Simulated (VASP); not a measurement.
# Os (Fm-3m) in VASP: a series of runs

Runs on Os. Level: PBE. Tasks: single point, relaxation of cell and atoms.

All numbers are computed with VASP 6.6.1; they aren't measurements. Logs are shortened: lines on timing, memory, paths and dates and some standing lists are left out, and cuts for length are marked.

## (1) The crystal as given

The structure is cubic, space group Fm-3m (No. 225). Conventional cell: a = 3.856 Å, b = 3.856 Å, c = 3.856 Å, α = 90.00°, β = 90.00°, γ = 90.00°. Os (site symmetry m-3m) is surrounded by 12 Os at 2.73 Å.

This isn't the form of Os at room conditions, which is hcp.

## (2) Single point, PBE

File INCAR:

```
PREC     = Accurate       # precision mode
ENCUT    = 520            # plane-wave cutoff, eV
EDIFF    = 1E-7           # SCF threshold, eV
ISMEAR   = 0              # smearing method
SIGMA    = 0.1            # smearing width, eV
LREAL    = F              # projectors in reciprocal space
LASPH    = T              # aspherical terms in the spheres
NELM     = 100            # most SCF steps
ALGO     = Normal         # electronic algorithm
ISIF     = 2              # what is computed and relaxed
LWAVE    = F              # write WAVECAR
LCHARG   = F              # write CHGCAR
GGA      = PE             # functional
NBANDS   = 10             # bands
```

File KPOINTS:

```
regular mesh
0
Gamma
  24 24 24
```

File POSCAR:

```
Os
1.0
    0.0000000000      1.9280564336      1.9280564336
    1.9280564336      0.0000000000      1.9280564336
    1.9280564336      1.9280564336      0.0000000000
Os
1
Direct
    0.0000000000      0.0000000000      0.0000000000
```

Potentials or basis: VASP PAW PBE potentials, release 64 (Os).

On the command line:

```bash
$ cat potpaw_PBE.64/Os/POTCAR > POTCAR
$ mpirun -np 1 vasp_std > vasp.out
```

OUTCAR:

```text
PREC = Accurate
   ENCUT = 520
   EDIFF = 1E-7
   ISMEAR = 0
   LREAL = F
   LASPH = T
   NELM = 100
   ISIF = 2
   GGA = PE

 ion  position               nearest neighbor table
   1  0.000  0.000  0.000-

  LATTYP: Found a face centered cubic cell.
 ALAT       =     3.8561128672

  Lattice vectors:

 A1 = (   0.0000000000,   1.9280564336,   1.9280564336)
 A2 = (   1.9280564336,   0.0000000000,   1.9280564336)
 A3 = (   1.9280564336,   1.9280564336,   0.0000000000)

Analysis of symmetry for initial positions (statically):
=====================================================================
 Subroutine PRICEL returns:
 Original cell was already a primitive cell.

 Routine SETGRP: Setting up the symmetry group for a
 face centered cubic supercell.

 Subroutine GETGRP returns: Found 48 space group operations
 (whereof 48 operations were pure point group operations)
 out of a pool of 48 trial point group operations.

The static configuration has the point symmetry O_h .

Analysis of symmetry for dynamics (positions and initial velocities):
=====================================================================
 Subroutine PRICEL returns:
 Original cell was already a primitive cell.

 Routine SETGRP: Setting up the symmetry group for a
 face centered cubic supercell.

 Subroutine GETGRP returns: Found 48 space group operations
 (whereof 48 operations were pure point group operations)
 out of a pool of 48 trial point group operations.

The dynamic configuration has the point symmetry O_h .

 Subroutine INISYM returns: Found 48 space group operations
 (whereof 48 operations are pure point group operations),
 and found     1 'primitive' translations

----------------------------------------------------------------------------------------

                                     Primitive cell

  volume of cell :      14.3347

  direct lattice vectors                    reciprocal lattice vectors
     0.000000000  1.928056434  1.928056434    -0.259328509  0.259328509  0.259328509
     1.928056434  0.000000000  1.928056434     0.259328509 -0.259328509  0.259328509
     1.928056434  1.928056434  0.000000000     0.259328509  0.259328509 -0.259328509

  length of vectors
     2.726683557  2.726683557  2.726683557     0.449170153  0.449170153  0.449170153

  position of ions in fractional coordinates (direct lattice)
     0.000000000  0.000000000  0.000000000

  ion indices of the primitive-cell ions
   primitive index   ion index
                 1           1

----------------------------------------------------------------------------------------

 KPOINTS: regular mesh

Automatic generation of k-mesh.
 Grid dimensions read from file:
 generate k-points for:   24   24   24

 Generating k-lattice:

  Cartesian coordinates                     Fractional coordinates (reciprocal lattice)
    -0.010805355  0.010805355  0.010805355     0.041666667  0.000000000  0.000000000
     0.010805355 -0.010805355  0.010805355     0.000000000  0.041666667  0.000000000
     0.010805355  0.010805355 -0.010805355     0.000000000  0.000000000  0.041666667

  Length of vectors
     0.018715423  0.018715423  0.018715423

  Shift w.r.t. Gamma in fractional coordinates (k-lattice)
     0.000000000  0.000000000  0.000000000

 Subroutine IBZKPT returns following result:
 ===========================================

 Found    413 irreducible k-points:

 Following reciprocal coordinates:
            Coordinates               Weight
  0.000000  0.000000  0.000000      1.000000
  0.041667  0.000000  0.000000      8.000000
  0.083333  0.000000  0.000000      8.000000
  0.125000  0.000000  0.000000      8.000000
  0.166667  0.000000  0.000000      8.000000
  0.208333  0.000000  0.000000      8.000000
[... 16 lines left out ...]
  0.416667  0.041667  0.000000     24.000000
  0.458333  0.041667  0.000000     24.000000
 [... further k-points ...]
   k-points           NKPTS =    413   k-points in BZ     NKDIM =    413   number of bands    NBANDS=     10
   number of dos      NEDOS =    301   number of ions     NIONS =      1
   total plane-waves  NPLWV =   8000
   dimension x,y,z NGX =    20 NGY =   20 NGZ =   20
   dimension x,y,z NGXF=    40 NGYF=   40 NGZF=   40
   ions per type =               1
   NGX,Y,Z   is equivalent  to a cutoff of  12.19, 12.19, 12.19 a.u.
   NGXF,Y,Z  is equivalent  to a cutoff of  24.39, 24.39, 24.39 a.u.
 SYSTEM =  unknown system
   PREC   = accura    normal or accurate (medium, high low for compatibility)
   ISTART =      0    job   : 0-new  1-cont  2-samecut
   ICHARG =      2    charge: 1-file 2-atom 10-const
   ISPIN  =      1    spin polarized calculation?
   LNONCOLLINEAR =      F non collinear calculations
   LSORBIT =      F    spin-orbit coupling
   LASPH  =      T    aspherical Exc in radial PAW
   ENCUT  =  520.0 eV  38.22 Ry    6.18 a.u.   5.07  5.07  5.07*2*pi/ulx,y,z
   NELM   =    100;   NELMIN=  2; NELMDL= -5     # of ELM steps
   EDIFF  = 0.1E-06   stopping-criterion for ELM
   LREAL  =      F    real-space projection
   EDIFFG = 0.1E-05   stopping-criterion for IOM
   NSW    =      0    number of steps for IOM
   IBRION =     -1    ionic relax: 0-MD 1-quasi-New 2-CG
   NFREE  =      0    steps in history (QN), initial steepest desc. (CG)
   ISIF   =      2    stress and relaxation
   ISYM   =      2    0-nonsym 1-usesym 2-fastsym
   POTIM  = 0.5000    time-step for ionic-motion
   TEBEG  =    0.0;   TEEND  =   0.0 temperature during run
   PSTRESS=    0.0 pullay stress
   NELECT =       8.0000    total number of electrons
   NUPDOWN=      -1.0000    fix difference up-down
   EMIN   =  10.00;   EMAX   =-10.00  energy-range for DOS
   EFERMI =   0.00;   METHOD = LEGACY
   ISMEAR =     0;   SIGMA  =   0.10  broadening in eV -4-tet -1-fermi 0-gaus
   EFERMI_NEDOS =   21; number of points for ismear=-14 and -15
   IALGO  =     38    algorithm
   IMIX   =      4    mixing-type and parameters
     AMIX     =   0.40;   BMIX     =  1.00
     AMIX_MAG =   1.60;   BMIX_MAG =  1.00
  volume/ion in A,a.u.               =      14.33        96.74
  Fermi-wavevector in a.u.,A,eV,Ry     =   1.347851  2.547068 24.717721  1.816701
  Thomas-Fermi vector in A             =   2.475567
   LORBIT       =      0    0 simple, 1 ext, 2 COOP (PROOUT), +10 PAW based schemes
   GGA     = PE    functional components
   LHFCALC =     F    Hartree Fock is set to
   AEXX    =    0.0000 exact exchange contribution
   IVDW    =     0    specifies the selected vdW correction
   LEPSILON=     F    determine dielectric tensor
   LRPA    =     F    only Hartree local field effects (RPA)
 non-spin polarized calculation
 Gauss-broadening in eV      SIGMA  =   0.10
  energy-cutoff  :      520.00
  volume of cell :       14.33
 maximum number of plane-waves:       397
   NGX = 11   NGY = 11   NGZ = 11

 number of electron       8.0000000 magnetization

 Free energy of the ion-electron system (eV)
  ---------------------------------------------------
  ext. energy  EPLUGINS =         0.00000000
  ---------------------------------------------------
  free energy    TOTEN  =       -11.11127332 eV

  energy without entropy =      -11.10578998  energy(sigma->0) =      -11.10853165

 E-fermi :   8.9816     XC(G=0): -13.9155

 val. band max:        8.9791459979   @ k =   0.3333   0.1667   0.0417
 cond. band min:       8.9826234725   @ k =  -0.2500   0.0417   0.0000
 fundamental gap:      0.0034774746
 Fermi energy:         8.9816403748

 k-point     1 :       0.0000    0.0000    0.0000
  band No.  band energies     occupation
      1      -1.6229      2.00000
      2       6.0870      2.00000
      3       6.0870      2.00000
      4       6.0870      2.00000
      5       9.0261      0.52947
      6       9.0261      0.52947
      7      23.2501      0.00000
      8      28.9270      0.00000
      9      28.9270      0.00000
     10      28.9270      0.00000

 k-point     2 :       0.0417    0.0000    0.0000
  band No.  band energies     occupation
      1      -1.5432      2.00000
      2       6.0380      2.00000
      3       6.1238      2.00000
      4       6.1238      2.00000
      5       8.9993      0.80319
      6       8.9993      0.80319
      7      23.3992      0.00000
      8      28.4718      0.00000
      9      29.0674      0.00000
     10      29.0674      0.00000

 k-point     3 :       0.0833    0.0000    0.0000
  band No.  band energies     occupation
      1      -1.3086      2.00000
      2       5.9028      2.00000
      3       6.2264      2.00000
      4       6.2264      2.00000
      5       8.9300      1.53472
      6       8.9300      1.53472
      7      23.8263      0.00000
      8      27.4897      0.00000
      9      29.4819      0.00000
     10      29.4819      0.00000

 k-point     4 :       0.1250    0.0000    0.0000
  band No.  band energies     occupation
      1      -0.9341      2.00000
      2       5.7152      2.00000
      3       6.3699      2.00000
      4       6.3699      2.00000
      5       8.8541      1.92879
      6       8.8541      1.92879
      7      24.4563      0.00000
      8      26.4057      0.00000
      9      30.1507      0.00000
     10      30.1507      0.00000

 k-point     5 :       0.1667    0.0000    0.0000
  band No.  band energies     occupation
      1      -0.4482      2.00000
      2       5.5263      2.00000
      3       6.5073      2.00000
      4       6.5073      2.00000
      5       8.8317      1.96606
      6       8.8317      1.96606
      7      24.8621      0.00000
      8      25.6861      0.00000
      9      31.0428      0.00000
     10      31.0428      0.00000

 k-point     6 :       0.2083    0.0000    0.0000
  band No.  band energies     occupation
      1       0.1005      2.00000
      2       5.4035      2.00000
      3       6.5778      2.00000
      4       6.5778      2.00000
      5       8.9341      1.49884
      6       8.9341      1.49884
      7      24.0561      0.00000
      8      26.1501      0.00000
      9      32.1130      0.00000
     10      32.1130      0.00000
[... 183 lines left out ...]
 k-point    21 :       0.3333    0.0417    0.0000
  band No.  band energies     occupation
      1       1.3395      2.00000
      2       5.9185      2.00000
      3       6.2770      2.00000
      4       6.4211      2.00000
      5       9.7314      0.00000
      6      10.2130      0.00000
      7      21.4716      0.00000
      8      25.3002      0.00000
      9      31.7452      0.00000
     10      32.8048      0.00000

 k-point    22 :       0.3750    0.0417    0.0000
  band No.  band energies     occupation
      1       1.5065      2.00000
      2       6.1153      2.00000
      3       6.2763      2.00000
      4       6.5960      2.00000
      5      10.2955      0.00000
      6      10.6600      0.00000
      7      20.3577      0.00000
      8      24.3432      0.00000
      9      30.6862      0.00000
     10      31.6946      0.00000

 k-point    23 :       0.4167    0.0417    0.0000
  band No.  band energies     occupation
      1       1.5642      2.00000
      2       5.9834      2.00000
      3       6.1467      2.00000
      4       7.3863      2.00000
      5      10.8450      0.00000
      6      11.0425      0.00000
      7      19.2161      0.00000
      8      23.6034      0.00000
      9      29.7948      0.00000
     10      30.5313      0.00000

 k-point    24 :       0.4583    0.0417    0.0000
  band No.  band energies     occupation
      1       1.5721      2.00000
      2       5.8958      2.00000
      3       6.0508      2.00000
      4       8.0963      2.00000
      5      11.2928      0.00000
      6      11.3110      0.00000
      7      18.2334      0.00000
      8      23.1436      0.00000
      9      29.2299      0.00000
     10      29.6309      0.00000

 [... further k-points ...]

------------------------ aborting loop because EDIFF is reached ----------------------------------------

  FORCE on cell =-STRESS in cart. coord.  units (eV):
  Direction    XX          YY          ZZ          XY          YZ          ZX
  --------------------------------------------------------------------------------------
  -------------------------------------------------------------------------------------
  Total       -0.0107474     -0.0107474     -0.0107474      0.0000000     -0.0000000      0.0000000
  in kB       -1.2012220     -1.2012220     -1.2012220      0.0000000     -0.0000000      0.0000000
  external PRESSURE =      -1.2012220 kB  Pullay stress =       0.0000000 kB

 VOLUME and BASIS-vectors are now :
 -----------------------------------------------------------------------------
  energy-cutoff  :      520.00
  volume of cell :       14.33
      direct lattice vectors                 reciprocal lattice vectors
     0.000000000  1.928056434  1.928056434    -0.259328509  0.259328509  0.259328509
     1.928056434  0.000000000  1.928056434     0.259328509 -0.259328509  0.259328509
     1.928056434  1.928056434  0.000000000     0.259328509  0.259328509 -0.259328509

 POSITION                                       TOTAL-FORCE (eV/Angst)
 -----------------------------------------------------------------------------------
      0.00000      0.00000      0.00000         0.000000      0.000000      0.000000
 -----------------------------------------------------------------------------------
    total drift:                                0.000000      0.000000      0.000000

  FREE ENERGIE OF THE ION-ELECTRON SYSTEM (eV)
  ---------------------------------------------------
  free  energy   TOTEN  =       -11.1112733184 eV

  energy  without entropy=      -11.1057899771  energy(sigma->0) =      -11.10853165
```

Wall time 35 s (1 thread of Intel Xeon Platinum 8375C at 2.90GHz (Ice Lake), shared host); peak memory 0.18 GiB.

Results:

```yaml
Free_energy: -11.1113 eV
Pressure: -0.1 GPa
Band_gap_on_the_k_mesh: none (metal or under the smearing width)
```

## (3) Relaxation of cell and atoms, PBE

This run uses another cell than the first one, of 14.20 Å³/atom, 0.991 times its volume.

File INCAR:

```
SYSTEM = Os
PREC     = Accurate       ! precision mode
ENCUT    = 600            ! plane-wave cutoff, eV
EDIFF    = 1E-7           ! SCF threshold, eV
ISMEAR   = 0              ! smearing method
SIGMA    = 0.1            ! smearing width, eV
LREAL    = .False.        ! projectors in reciprocal space
LASPH    = .True.         ! aspherical terms in the spheres
NELM     = 100            ! most SCF steps
ALGO     = Normal         ! electronic algorithm
ISIF     = 3              ! what is computed and relaxed
LWAVE    = .False.        ! write WAVECAR
LCHARG   = .False.        ! write CHGCAR
GGA      = PE             ! functional
IBRION   = 2              ! ionic algorithm
NSW      = 100            ! ionic steps
EDIFFG   = -0.01          ! ionic threshold
```

File KPOINTS:

```
Automatic mesh
0
Gamma
  24 24 24
  0 0 0
```

File POSCAR:

```
Os
1.0
    0.0000000000      1.9220413878      1.9220413878
    1.9220413878      0.0000000000      1.9220413878
    1.9220413878      1.9220413878      0.0000000000
Os
1
Direct
    0.0000000000      0.0000000000      0.0000000000
```

Potentials or basis: VASP PAW PBE potentials, release 64 (Os).

On the command line:

```bash
$ cat potpaw_PBE.64/Os/POTCAR > POTCAR
$ mpirun -np 1 vasp_std > vasp.out
```

Wall time 72 s (1 thread of Intel Xeon Platinum 8375C at 2.90GHz (Ice Lake), shared host); peak memory 0.2 GiB.

It converged, with:

```
Free energy                            : -11.1121 eV
Relaxed volume                         : 14.34 Å³/atom
Relaxed cell                           : a = 2.727 Å, b = 2.727 Å, c = 2.727 Å, α = 60.00°, β = 60.00°, γ = 60.00°
Space group after relaxing (to 0.05 Å) : Fm-3m (No. 225)
Energy gained by relaxing              : 1.6 meV/atom
Ionic steps                            : 3
Pressure after relaxing                : -0.1 GPa
Band gap on the k mesh                 : none (metal or under the smearing width)
```

Step by step:
```
step  energy change (eV)  largest force (eV/Å)  pressure (GPa)  volume (Å³)
   1              0.0000                0.0000            3.84        14.20
   2              0.0252                0.0000          -14.25        14.91
   3             -0.0016                0.0000           -0.05        14.34
```

Final structure:
```xyz
1
Lattice="0.0000 1.9282 1.9282 1.9282 0.0000 1.9282 1.9282 1.9282 0.0000" Properties=species:S:1:pos:R:3 pbc="T T T"
Os    0.0000    0.0000    0.0000
```

Levels at points of the mesh, in eV from the Fermi level:
```tsv
k point	band 1	band 2	band 3	band 4	band 5	band 6	band 7	band 8
(0.00, 0.00, 0.00)	-10.60	-2.89	-2.89	-2.89	0.04	0.04	14.27	19.94
(0.50, 0.00, 0.00)	-7.48	-3.05	-3.05	-0.21	2.37	2.37	8.71	13.80
(0.50, 0.50, 0.00)	-7.35	-6.65	2.31	2.33	3.04	3.04	11.91	12.13
```
